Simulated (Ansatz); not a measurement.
Runs of Ansatz 0.2.0 on AlNi3. Symmetry: Fm-3m, No. 225, cubic system. Conventional cell: a = 5.604 Å, b = 5.604 Å, c = 5.604 Å, α = 90.00°, β = 90.00°, γ = 90.00°. Ni (site symmetry -43m) has 4 Al at 2.43 Å and 4 Ni at 2.43 Å as nearest neighbours. Ni (site symmetry m-3m) has 8 Ni at 2.43 Å as nearest neighbours. Al (site symmetry m-3m) is surrounded by 8 Ni at 2.43 Å. The cell comes from a database or a generator and needn't be the stable form of this composition.

| task | spin | fixed moment (μB) | cell | k mesh | target pressure (GPa) | gap on the mesh (eV) | pressure (GPa) | moment (μB) |
| --- | --- | --- | --- | --- | --- | --- | --- | --- |
| relaxation of cell and atoms | collinear, ferromagnetic start | - | relaxed to 5 GPa | 8 × 8 × 8 | 5 | none | 5.0 | 0.00 |
| relaxation of cell and atoms | collinear, ferromagnetic start | - | relaxed to 10 GPa | 8 × 8 × 8 | 10 | none | 10.0 | 0.00 |
| single point | collinear, ferromagnetic start | 3.8 | as given | 7 × 7 × 7 | - | - | 9.8 | 3.80 |
| single point | collinear, program default start | 0.0 | as given | 7 × 7 × 7 | - | - | (a) | 0.00 |
| single point | collinear, ferromagnetic start | 2.2 | as given | 7 × 7 × 7 | - | - | 3.3 | 2.20 |
| relaxation of cell and atoms | collinear, ferromagnetic start | - | relaxed to 20 GPa | 8 × 8 × 8 | 20 | none | 20.0 | 0.00 |
| relaxation of cell and atoms | collinear, ferromagnetic start | - | relaxed | 8 × 8 × 8 | 0 | none | 0.0 | 0.00 |
| single point | non-collinear, random start | - | as given | 6 × 6 × 6 | - | none | -0.8 | 0.00 |

Alike in all rows: level PBEsol; potentials or basis Ansatz PAW; cutoff (eV) 420; smearing fermi-dirac 0.05 eV.

Q: Fill in the values left out.

A: (a) -0.7.

Caveats: the PAW data sets come from PBE, with cores solved anew for the run's functional, which leaves a small shift of forces and pressure; the starting moments weren't kept (some runs); the plane-wave basis is chosen anew once the cell has moved, so the energies of steps on either side of that aren't comparable (some runs); the total moment is fixed, so each spin has its own Fermi level (some runs); the thresholds are loose for stress (some runs).

A gap of «none» marks a metal or a gap under the smearing width.
